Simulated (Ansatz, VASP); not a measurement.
**Two plane-wave programs on C**

```
C
1.0
     0.00000    1.78337    1.78337
     1.78337    0.00000    1.78337
     1.78337    1.78337    0.00000
C
2
Direct
  0.00000 0.00000 0.00000
  0.25000 0.25000 0.25000
```

This isn't the form of C at room conditions, which is graphite.

Alike in both runs: task single point; functional PBE; k mesh 12 × 12 × 12; no spin polarisation.

```csv
,VASP,Ansatz
version,VASP 6.6.1,Ansatz 0.2.0
potentials or method,"VASP PAW PBE potentials, release 64 (C)","plane waves, PAW"
plane-wave cutoff (eV),520,490
occupations,"gaussian, width 0.01 eV",fixed
valence electrons in the cell,8,8
```

Ansatz gave:

```
pressure (GPa) : 1.8
```

Estimate VASP's values.

pressure (GPa): 2.5.
